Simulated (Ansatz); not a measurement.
# Zone-centre phonons of KI at -0.5 GPa: input and output

Theory: DFT PBE, scalar-relativistic, plane waves, PAW (Ansatz 0.2.0).

Launched with:
```bash
ansatz run input.yaml --threads 1 --pin off --max-ram 1228MiB --backend cpu --events-out ev --progress --plain --runs-dir out
```

Input (bare energies are in eV):
```yaml
crystal:
  lattice:
    - [4.4005, 0.0, 0.0]
    - [0.0, 4.4005, 0.0]
    - [0.0, 0.0, 4.4005]
  atoms:
    - { symbol: K, position: [0.0, 0.0, 0.0] }
    - { symbol: I, position: [0.5, 0.5, 0.5] }
basis:
  ecutwfc: 420
kpoints:
  mp_grid: { grid: [6, 6, 6] }
hamiltonian:
  xc: pbe
scf:
  occupations: { method: fixed }
output:
  eigenvalues: true
phonons:
  method: dfpt
  dielectric: true
  rigid_motions: translations
  eigenvectors: true
```

The end of the output:
```
--- Phonons (Γ-DFPT): 2 representative perturbations + reference, on 40 of 216 k-points (Σ response iterations 6) ---
  k mesh reduced under 8 symmetry operations, with k and −k counted as one. Each operation leaves every solved perturbation unchanged. A smaller set is not considered because the run solves the response ...
  ASR residual: 7.647e-5 → 0.000e0 eV/Å²; symmetrization residual: 8.162e-6 eV/Å²
  ASR residual per site (eV/Å²): 7.65e-5 5.70e-5
  Γ frequencies (cm⁻¹): 0.00 0.00 0.00 52.97 52.97 52.97
  ε∞ (high-frequency dielectric tensor):
        3.137378     0.000000     0.000000
        0.000000     3.137378     0.000000
        0.000000     0.000000     3.137378
  ε⁰ (static dielectric tensor: ions relaxed, cell fixed):
       14.216153    -0.000000     0.000000
       -0.000000    14.216153     0.000000
        0.000000     0.000000    14.216153
  ε⁰ − ε∞ (ionic part):
       11.078775    -0.000000     0.000000
       -0.000000    11.078775     0.000000
        0.000000     0.000000    11.078775
  softest optical mode at Γ: 52.97 cm⁻¹; the repairs (sum rule, projections) moved no ω² at Γ by more than (0.93 cm⁻¹)²
  Born effective charges Z* (e; rows j = field, columns β = displacement):
    site 0:
         1.26853   -0.00000    0.00000
        -0.00000    1.26853    0.00000
         0.00000    0.00000    1.26853
    site 1:
        -1.26853    0.00000    0.00000
         0.00000   -1.26853    0.00000
         0.00000    0.00000   -1.26853
  Z* charge neutrality: 3.542e-4 e pre-enforcement
  solved inside a basis spanned on kpoints, on 8×8×8 k-points, its susceptibility summed on 10×10×10: ε∞ is read to err by 7.2e-3, Z* by 1.8e-2 e (field_mesh: kpoints solves on kpoints); Z* is corrected for ...
  optical modes at Γ without the LO–TO term, one row a degenerate level:
      ω (cm⁻¹) modes IR ((D/Å)²/amu)
         52.97      3             3.7262
  optical modes at Γ + LO–TO along q̂ = [1.0000, 0.0000, 0.0000]:
      ω (cm⁻¹) modes IR ((D/Å)²/amu)
         52.97      2             2.4841
        112.76      1             1.2421
  optical modes at Γ + LO–TO along q̂ = [0.0000, 1.0000, 0.0000]:
      ω (cm⁻¹) modes IR ((D/Å)²/amu)
         52.97      2             2.4841
        112.76      1             1.2421
  optical modes at Γ + LO–TO along q̂ = [0.0000, 0.0000, 1.0000]:
      ω (cm⁻¹) modes IR ((D/Å)²/amu)
         52.97      2             2.4841
        112.76      1             1.2421
```

Time: 72 s on 1 thread of Arm Neoverse N1 (shared host), peak memory 0.52 GiB.

The cell is the ideal cubic caesium chloride prototype; this isn't the usual structure of the compound. Spin–orbit coupling is left out, which matters for heavy elements.